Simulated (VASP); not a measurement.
Here is a VASP 6.6.1 calculation.

INCAR

```
SYSTEM = InP
  ALGO = Normal
  EDIFF = 1E-6
  ENCUT = 520
  GGA = PE
  ISIF = 2
  ISMEAR = 0
  LASPH = .TRUE.
  LCHARG = .FALSE.
  LREAL = .FALSE.
  LWAVE = .FALSE.
  NBANDS = 16
  NELM = 60
  PREC = Accurate
  SIGMA = 0.01
```

KPOINTS

```
k-points
0
G
  6 6 6
  0 0 0
```

The input POSCAR:

```
InP
1.0
    0.0000000000      2.9538133482      2.9538133482
    2.9538133482      0.0000000000      2.9538133482
    2.9538133482      2.9538133482      0.0000000000
In P
1 1
Direct
    0.0000000000      0.0000000000      0.0000000000
    0.2500000000      0.2500000000      0.2500000000
```

Potentials or basis: VASP PAW PBE potentials, release 64 (In_d, P).

Command:

```sh
$ cat potpaw_PBE.64/In_d/POTCAR potpaw_PBE.64/P/POTCAR > POTCAR
$ mpirun -np 1 vasp_std > vasp.out
```

(1) What does it give for the band gap on the k mesh?

(2) Predict the pressure.

## Answers

(1) 0.58 eV, direct.

(2) 1.6 GPa.

Caveat: spin-orbit coupling is left out, which moves the levels of the heavy elements.

**What was measured.**

From a printed reference work, data compilation, for a bulk crystal of InP at 1.6 K: band gap 1.4236 eV (direct).

Measured gap of InP: 1.4236 eV (direct; 1.6 K; a printed reference work, data compilation). This calculation gives 0.58 eV (-0.84 eV). Spin-orbit coupling on In is left out. The value is that of PBE, without temperature or zero-point motion. Semilocal functionals fall short of measured gaps as a rule.
